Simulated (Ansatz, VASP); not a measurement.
# Cross-check of SnSe (puckered SnSe 3 layers, AA) between VASP and Ansatz

One calculation is typed for both programs; each brings its own data sets. How far apart do they land? Of the first pair: The structure shown is the start of the Ansatz relaxation below; VASP solves that cell, so the two are compared at the walk's first step.

Program: Ansatz 0.2.0. Level of theory: plane waves, with VASP 6.6.1 beside it; single point at PBE with D3(BJ). Results are calculated unless marked as measured.

## (1) The structure

The cell holds 12 atoms: 6 Sn and 6 Se. Its edges and angles: a = 4.400 Å, b = 4.290 Å, c = 59.781 Å, α = 90.0°, β = 90.0°, γ = 90.0°. Vacuum lies along c.

Structure file:

```cif
data_structure
_symmetry_space_group_name_H-M 'P 1'
_symmetry_Int_Tables_number 1
_cell_length_a 4.4000
_cell_length_b 4.2900
_cell_length_c 59.7808
_cell_angle_alpha 90.000
_cell_angle_beta 90.000
_cell_angle_gamma 90.000
_cell_volume 1128.42
loop_
_atom_site_label
_atom_site_type_symbol
_atom_site_fract_x
_atom_site_fract_y
_atom_site_fract_z
_atom_site_occupancy
Sn1 Sn 0.06000 0.00000 0.37972 1
Sn2 Sn 0.56000 0.50000 0.42645 1
Sn3 Sn 0.06000 0.00000 0.47663 1
Sn4 Sn 0.56000 0.50000 0.52337 1
Sn5 Sn 0.06000 0.00000 0.57355 1
Sn6 Sn 0.56000 0.50000 0.62028 1
Se7 Se 0.44000 0.50000 0.38139 1
Se8 Se 0.94000 0.00000 0.42478 1
Se9 Se 0.44000 0.50000 0.47831 1
Se10 Se 0.94000 0.00000 0.52169 1
Se11 Se 0.44000 0.50000 0.57522 1
Se12 Se 0.94000 0.00000 0.61861 1
```

## (2) Ansatz: relaxation, PBE with D3(BJ)

Ansatz runs on its default PAW (the set named soft_2) files.

The two programs are compared at the cell with which this relaxation starts, whose forces are those of its first step.

The input, input.yaml:

```yaml
crystal:
  lattice:
    - [4.4, 0.0, 0.0]
    - [0.0, 4.29, 0.0]
    - [0.0, 0.0, 59.7808000023]
  atoms:
    - { symbol: Sn, position: [0.06, 0.0, 0.3797205792] }
    - { symbol: Se, position: [0.44, 0.5, 0.3813933571] }
    - { symbol: Se, position: [0.94, 0.0, 0.4247785242] }
    - { symbol: Sn, position: [0.56, 0.5, 0.4264513021] }
    - { symbol: Sn, position: [0.06, 0.0, 0.4766346385] }
    - { symbol: Se, position: [0.44, 0.5, 0.4783074164] }
    - { symbol: Se, position: [0.94, 0.0, 0.5216925836] }
    - { symbol: Sn, position: [0.56, 0.5, 0.5233653615] }
    - { symbol: Sn, position: [0.06, 0.0, 0.5735486979] }
    - { symbol: Se, position: [0.44, 0.5, 0.5752214758] }
    - { symbol: Se, position: [0.94, 0.0, 0.6186066429] }
    - { symbol: Sn, position: [0.56, 0.5, 0.6202794208] }
  periodic: [true, true, false]
kpoints:
  mp_grid: { grid: [8, 8, 1] }
hamiltonian:
  xc: pbe
  dispersion: d3bj
scf:
  occupations: { method: fermi_dirac, width: 0.05 }
  convergence: { dr2_threshold: 1.0e-09 }
relax:
  f_tol: 0.004
  max_steps: 90
  cell: {}
output:
  write_potential: true
  write_density: true
  volumetric_format: npy
```

Run with:

```console
ansatz run input.yaml --threads 4 --pin off --max-ram 16384MiB --backend cpu --events-out ev --progress --plain --runs-dir out
```

Numbers of over 12 decimals in the logs are rounded to 6 here.

The program printed:

```text
Warning: relax.cell: scf.convergence.dr2_threshold = 1e-9 eV is looser than the 2.01876302768e-10 eV advised for a relaxation that steers and ends on the stress (1e-10 eV for each atom of the cell: 12, times the square of relax.cell.stress_2d_tol = 0.05 N/m over 24.4 Å (the atoms' height at the walk's start and 5 Å past either face), 2.051e-2 GPa, over a crystal's default 0.05). What an SCF threshold leaves in a stress goes as its square root, and in the free energy as the threshold itself, and one threshold admits the most on a small cell: [figures from the program's tests cut] Set scf.convergence.dr2_threshold to 2.01876302768e-10 eV or tighter. [rest of the remark cut]
Engine: ansatz 0.2.0, aarch64-unknown-linux-gnu
Pseudopotentials: kind: paw
Pseudopotential: Sn, paw, valence charge 14, recommended cutoff 420 eV (normal), Sn.paw.azcp
Pseudopotential: Se, paw, valence charge 16, recommended cutoff 420 eV (normal), Se.paw.azcp
Functional definition: PBE
  parameter kappa = 0.804
  parameter beta = 0.066725
  exchange = pbe_x(kappa = kappa, mu = beta*pi^2/3)
  correlation = pbe_c(beta = beta)
Crystal: 12 atoms, lattice volume = 1128.422 Å³
Basis set: ecut = 420 eV, 22103 PW (Γ), exchange–correlation on 60×60×800 points (8 copies of the dense FFT grid, shifted against one another)
Bands: 108, of which v1, the nominal top of the filled ones, is band 90 counted from 1 (89 counted from 0)
Symmetry: 4 space group operations
Space group: Pmn21 (ITA 31), of the structure as read, at distance tolerance 1.0e-4 Å
k-points: 25 of 64 (time reversal used)
Non-local potential: Sn, projectors of the file, l = 0: 2, l = 1: 2, l = 2: 2, l = 3: 2
Non-local potential: Se, projectors of the file, l = 0: 2, l = 1: 2, l = 2: 3, l = 3: 1
PAW form: soft (Blöchl's): semilocal exchange-correlation on the pseudo side does not see the compensation charge
PAW one-centre angular grid: Sn, 590 points (default); XC on 64 Gauss nodes
PAW one-centre angular grid: Se, 590 points (default); XC on 64 Gauss nodes
Initial density: superposition of atomic densities (neutral atoms: chi_scale 0, normalization atom), corrected by the library's trained network
Initial wavefunctions: pseudopotential atomic-orbital guess
Functional: x = pbe(κ = 0.804, μ = 0.219515), c = pbe(β = 0.066725)
SCF iter   1: F=—  HF=-68967.616154 eV  |F-HF|=—  |Δ(HF+E_count)|=         —  Δρ=9.19e-4  dr2=5.79e-2  ethr=1.77e-3  ⟨swp⟩=11.5  Hψ=14349  notcnv=0  defer=42
preconditioner: auto → Resta (q_TF=auto, 2.009 Å⁻¹)  ε∞=1.5  [insulator: Δε(μ)=0.767 eV  Ē_g=16.639 eV  σ=0.050 eV  W_gap=1.00  n_scr=146 (ndim 8)  ℏωp=12.1 eV  f_vac=0.694  D(μ)=0.00/eV (n_scr^D=0)  ε∞_Penn≈1.5  vacuum switching on, ρ_ref=2.0e-2 e/Å³]
SCF iter   2: F=—  HF=-68967.636777 eV  |F-HF|=—  |Δ(HF+E_count)|=   2.06e-2  Δρ=1.11e-3  dr2=3.19e-1  ethr=3.22e-5  ⟨swp⟩=3.9  Hψ=5538  notcnv=0  defer=216
SCF iter   3: F=—  HF=-68967.608143 eV  |F-HF|=—  |Δ(HF+E_count)|=   2.86e-2  Δρ=3.91e-4  dr2=6.72e-3  ethr=3.22e-5  ⟨swp⟩=2.8  Hψ=3243  notcnv=0  defer=216
SCF iter   4: F=—  HF=-68967.608654 eV  |F-HF|=—  |Δ(HF+E_count)|=   5.12e-4  Δρ=1.72e-4  dr2=6.90e-4  ethr=3.73e-6  ⟨swp⟩=2.6  Hψ=4822  notcnv=0  defer=207
SCF iter   5: F=—  HF=-68967.608714 eV  |F-HF|=—  |Δ(HF+E_count)|=   5.95e-5  Δρ=6.23e-5  dr2=8.81e-5  ethr=3.83e-7  ⟨swp⟩=3.0  Hψ=4502  notcnv=0  defer=207
SCF iter   6: F=—  HF=-68967.608664 eV  |F-HF|=—  |Δ(HF+E_count)|=   4.96e-5  Δρ=2.42e-5  dr2=1.58e-5  ethr=4.90e-8  ⟨swp⟩=3.0  Hψ=4018  notcnv=0  defer=207
SCF iter   7: F=—  HF=-68967.608667 eV  |F-HF|=—  |Δ(HF+E_count)|=   2.70e-6  Δρ=1.01e-5  dr2=1.13e-6  ethr=8.81e-9  ⟨swp⟩=3.3  Hψ=4275  notcnv=0  defer=207
SCF iter   8: F=—  HF=-68967.608499 eV  |F-HF|=—  |Δ(HF+E_count)|=   1.68e-4  Δρ=3.61e-6  dr2=1.88e-7  ethr=6.27e-10  ⟨swp⟩=2.9  Hψ=4404  notcnv=0  defer=207
SCF iter   9: F=—  HF=-68967.608500 eV  |F-HF|=—  |Δ(HF+E_count)|=   1.56e-7  Δρ=1.00e-6  dr2=1.11e-8  ethr=1.04e-10  ⟨swp⟩=3.0  Hψ=4302  notcnv=0  defer=207
SCF iter  10: F=—  HF=-68967.608500 eV  |F-HF|=—  |Δ(HF+E_count)|=   3.18e-8  Δρ=3.18e-7  dr2=1.00e-9  ethr=6.18e-12  ⟨swp⟩=3.1  Hψ=4742  notcnv=0  defer=207
SCF iter  11: F=-68967.608500 eV  HF=-68967.608500 eV  |F-HF|=1.59e-9  |Δ(HF+E_count)|=   5.03e-9  Δρ=9.87e-8  dr2=1.86e-10  ethr=1.00e-12  ⟨swp⟩=10.5  Hψ=16852  notcnv=0
SCF 1 converged in 11 iterations: F = -68967.608500 eV  dr2 = 1.86e-10
[...]
dispersion: the relaxed geometry stands within reach of a switch of an atom's C6, across which e_disp changes (each atom's share, over what another start of this relaxation can change, counted as every distance, over a cell that relax.cell.fix or crystal.periodic holds in part: site 3 (Sn), some 0.03 eV, crossed with farther neighbours; site 4 (Sn), some 0.03 eV, crossed with farther neighbours; site 7 (Sn), some 0.03 eV, crossed with farther neighbours; site 8 (Sn), some 0.03 eV, crossed with farther neighbours; some 0.11 eV in sum): a start on the other side of the switch can end at another minimum, lower or higher, and the walk did not compare the two: [rest of the remark cut]
SCF converged after 7 iterations
Free energy (F): -68968.389790 eV
Harris-Foulkes:  -68968.389790 eV  (|F-HF|=8.73e-11)
Internal energy: -68968.389664 eV  (E = F + TS)
E sigma→0 (E₀):  -68968.389727 eV
Entropy (-TS):   -0.000126 eV (-0.010 meV/atom)
Fermi energy:    -3.919356 eV
--- Per-component energies (eV) ---
  E_band       = -5237.557962
  E_kinetic    = 1821.817763
  E_local      = -1491568.830925  (includes V_loc(G=0)·N_el)
  E_nonlocal   = -3771.334978
  E_hartree    = 745116.889128
  E_xc         = -2926.046974
  E_vxc        = -1169.606336  (∫ρ·V_xc dr)
  E_paw        = -36264.357742  (= ΣΔE_a)
  E_vpaw       = -783.396592  (= ΣTr[D̂ρ^β])
  E_aug_tail   = -0.003602  (compensation charges beyond the density's cutoff)
  E_ewald      = 718627.243530
  E_disp       = -3.765864  (pairwise vdW)
  E_smearing   = -0.000126  (= −TS)
  E_closure    = 0.000000  (closes the sum)
  Σ components = -68968.389790   (vs F -68968.389790, Δ=0.00e0)
--- Forces (eV/Å), atoms counted from 1 ---
  atom   1  Sn    -0.00028084    -0.00000000    -0.00117217
  atom   2  Se     0.00007730     0.00000000     0.00074246
  atom   3  Se     0.00003896    -0.00000000     0.00082219
  atom   4  Sn    -0.00018903    -0.00000000    -0.00029275
  atom   5  Sn     0.00034851     0.00000000     0.00023844
  atom   6  Se     0.00000508     0.00000000     0.00032529
  atom   7  Se     0.00000508     0.00000000    -0.00032529
  atom   8  Sn     0.00034851     0.00000000    -0.00023844
  atom   9  Sn    -0.00018903    -0.00000000     0.00029275
  atom  10  Se     0.00003896    -0.00000000    -0.00082219
  atom  11  Se     0.00007730     0.00000000    -0.00074246
  atom  12  Sn    -0.00028084    -0.00000000     0.00117217
  max |Σ_I F_I| component: 3.59e-8 eV/Å
--- 2D stress c σ (N/m, compression-positive) ---
       -0.014245      -0.000000       0.000000
       -0.000000      -0.009205       0.000000
        0.000000       0.000000      -0.000000
  P = ½ c Tr σ = -0.0117 N/m
--- Band table (eV; the first three rows and the last of 25) ---
  k-point 0: bands = [... 86 lower, -6.4049, -5.9632, -5.2571, -5.1811, -2.8317, -2.4215, -1.1595, -1.1426, ... 14 higher]
  k-point 1: bands = [... 86 lower, -5.9806, -5.9239, -5.2774, -5.0654, -2.9682, -2.4107, -1.3237, -1.1355, ... 14 higher]
  k-point 2: bands = [... 86 lower, -5.3446, -5.2117, -5.1242, -4.7984, -3.2329, -2.3519, -2.3002, -1.9997, ... 14 higher]
  k-point 24: bands = [... 86 lower, -6.4630, -6.4630, -5.4474, -5.4474, -2.1324, -2.1324, -0.9415, -0.9415, ... 14 higher]
  the weakly bound empty levels are not read free of the cell's end (no_gap_told)
--- Relaxed structure (10 steps of the walk, 10 accepted, 1 SCFs on fresh bases) ---
  F+E_penalty+E_count = -68968.38978952 eV   max|allowed force component| = 1.172e-3 eV/Å   (the final SCF, on the basis selected at the relaxed cell)
  cell:  # Å, volume = 1076.1889 Å³
    - [4.248970, 3.026053947357384e-18, 0]
    - [2.950402598673449e-18, 4.236850, 0]
    - [0, 0, 59.7808000023]
  atoms:
    - { symbol: Sn, position: [0.017717, 0, 0.376394] }
    - { symbol: Se, position: [0.491708, 0.500000, 0.375903] }
    - { symbol: Se, position: [0.994289, 0, 0.423030] }
    - { symbol: Sn, position: [0.503877, 0.500000, 0.422760] }
    - { symbol: Sn, position: [0.00346744, 0, 0.476237] }
    - { symbol: Se, position: [0.488942, 0.500000, 0.475927] }
    - { symbol: Se, position: [0.988942, 0, 0.524073] }
    - { symbol: Sn, position: [0.503467, 0.500000, 0.523763] }
    - { symbol: Sn, position: [0.00387679, 0, 0.577240] }
    - { symbol: Se, position: [0.494289, 0.500000, 0.576970] }
    - { symbol: Se, position: [0.991708, 0, 0.624097] }
    - { symbol: Sn, position: [0.517717, 0.500000, 0.623606] }
```

Reading the cycles: dr2 is the Hartree energy of the density residual (eV), the measure of convergence; HF is the Harris–Foulkes estimate of the energy, which meets the free energy F at convergence.

(Continued in part 2 of 2.)

[Lines on the potential files, build, host, timing and source positions are cut from VASP's logs without a mark.]

[Logs are printed without paths, hosts, clocks, repeated set-up lines and the standing remarks that a program may print on its own settings, such as how far it seeks lower states.]

[Hosts, paths, dates, database ids (printed as entryN), source tags and the programs' standing remarks are cut or masked in the printed files.]
